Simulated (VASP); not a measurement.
# SiC (Moissanite 6H): relaxation of cell and atoms with LDA

SiC (Moissanite 6H):

```xyz
12
Lattice="3.0950 0.0000 0.0000 -1.5475 2.6803 0.0000 0.0000 0.0000 15.1700" Properties=species:S:1:pos:R:3 pbc="T T T"
Si    0.0000    0.0000    1.8962
Si    0.0000    0.0000    9.4812
Si    0.0000    1.7869    4.4251
Si    1.5475    0.8934   12.0101
Si    0.0000    1.7869   14.5374
Si    1.5475    0.8934    6.9524
C     0.0000    0.0000    0.0000
C     0.0000    0.0000    7.5850
C     0.0000    1.7869    2.5288
C     1.5475    0.8934   10.1138
C     0.0000    1.7869   12.6412
C     1.5475    0.8934    5.0562
```

```yaml
Program: VASP 6.6.1
Task: relaxation of cell and atoms
Functional: LDA
Potentials_or_basis: VASP PAW LDA potentials, release 64 (Si, C)
Cutoff: 600 eV
k_mesh: 12 × 12 × 2
Occupations: gaussian, width 0.03 eV
Spin: no spin polarisation
Further_INCAR_settings: ALGO = Normal; EDIFF = 1e-06; IBRION = 2; EDIFFG = -0.01; NSW = 90; ISIF = 3
```

| Property | Result |
| --- | --- |
| Relaxed volume | 10.15 Å³/atom |
| Relaxed cell | a = 3.061 Å, b = 3.061 Å, c = 15.019 Å, α = 90.00°, β = 90.00°, γ = 120.00° |
| Space group after relaxing (to 0.05 Å) | P6_3mc (No. 186) |
| Energy gained by relaxing | 7.7 meV/atom |
| Ionic steps | 7 |
| Pressure after relaxing | -0.1 GPa |
| Largest force after relaxing | 0.009 eV/Å |
| Band gap on the k mesh | 1.97 eV, indirect (least direct gap 3.07 eV) |

Forces on the atoms (eV/Å):
```
Si   0.000  0.000 -0.005
Si   0.000  0.000 -0.005
Si   0.000  0.000 -0.006
Si   0.000  0.000 -0.006
Si   0.000  0.000 -0.003
Si   0.000  0.000 -0.003
C    0.000  0.000  0.009
C    0.000  0.000  0.009
C    0.000  0.000  0.003
C    0.000  0.000  0.003
C    0.000  0.000  0.002
C    0.000  0.000  0.002
```

Stress tensor (GPa, compression positive):
```
-0.06  0.00  0.00
 0.00 -0.06  0.00
 0.00  0.00 -0.14
```

Step by step:
```tsv
step	energy change (eV)	largest force (eV/Å)	pressure (GPa)	volume (Å³)
1	0.0000	0.1437	-7.05	125.85
2	0.0158	0.1287	8.51	117.63
3	-0.0926	0.0268	-0.05	121.81
4	-0.0926	0.0266	0.10	121.73
5	-0.0927	0.0126	0.11	121.73
6	-0.0927	0.0134	0.11	121.73
7	-0.0927	0.0089	-0.09	121.83
```

Final structure:
```
CELL_PARAMETERS angstrom
3.06053 0.00000 0.00000
-1.53026 2.65050 0.00000
0.00000 0.00000 15.01905
ATOMIC_POSITIONS crystal
Si 0.00000 0.00000 0.12505
Si 0.00000 0.00000 0.62505
Si 0.33333 0.66667 0.29183
Si 0.66667 0.33333 0.79183
Si 0.33333 0.66667 0.95830
Si 0.66667 0.33333 0.45830
C 0.00000 0.00000 0.99967
C 0.00000 0.00000 0.49967
C 0.33333 0.66667 0.16683
C 0.66667 0.33333 0.66683
C 0.33333 0.66667 0.83332
C 0.66667 0.33333 0.33332
```

Levels at points of the mesh, in eV from the valence-band top:
| k point | band 20 | band 21 | band 22 | band 23 | band 24 | band 25 | band 26 | band 27 | band 28 | band 29 |
| --- | --- | --- | --- | --- | --- | --- | --- | --- | --- | --- |
| (0.00, 0.00, 0.00) | -0.30 | -0.30 | -0.04 | 0.00 | 0.00 | 5.30 | 5.47 | 5.89 | 6.40 | 6.56 |
| (0.50, 0.00, 0.00) | -2.28 | -1.83 | -1.80 | -1.68 | -1.11 | 1.97 | 2.16 | 3.16 | 3.86 | 4.54 |
| (0.00, 0.00, 0.50) | -0.64 | -0.10 | -0.10 | -0.10 | -0.10 | 5.37 | 5.37 | 6.12 | 6.12 | 6.89 |
| (0.50, 0.00, 0.50) | -2.38 | -1.73 | -1.73 | -1.32 | -1.32 | 2.01 | 2.01 | 3.38 | 3.38 | 4.82 |

Wall time 3.1 min on 4 MPI ranks on Intel(R) Xeon(R) Platinum 8488C (Sapphire Rapids), with other jobs on the host, peak memory 0.32 GiB a rank.

A k mesh can miss the band edges. Zero-point motion and thermal expansion aren't in these numbers.
